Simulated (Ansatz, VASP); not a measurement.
**One calculation of SiC, two programs**

```xyz
2
Lattice="0.0000 1.6616 1.6616 1.6616 0.0000 1.6616 1.6616 1.6616 0.0000" Properties=species:S:1:pos:R:3 pbc="T T T"
Si    0.0000    0.0000    0.0000
C     1.6616    1.6616    1.6616
```

Change from the starting cell: volume scaled by 0.55, norm-conserving files.

Alike in both runs: task single point; functional PBE; k mesh 17 × 17 × 17; occupations fermi-dirac, width 0.05 eV; no spin polarisation.

```csv
,VASP,Ansatz
version,VASP 6.6.1,Ansatz 0.2.0
potentials or method,"VASP PAW PBE potentials, release 64 (Si, C)","norm-conserving pseudopotentials, scalar-relativistic"
plane-wave cutoff (eV),520,1116
valence electrons in the cell,8,8
```

|  | VASP | Ansatz | Ansatz less VASP |
| --- | --- | --- | --- |
| pressure (GPa) | 499.6 | 499.0 | -0.61 |

The functional is the same, so the differences come from potentials, cutoffs and numerics.

Caveats: the cell as given lies far from equilibrium; so large a pressure means that the cell lies far from this level's equilibrium, or that cutoff or potentials fall short (VASP).
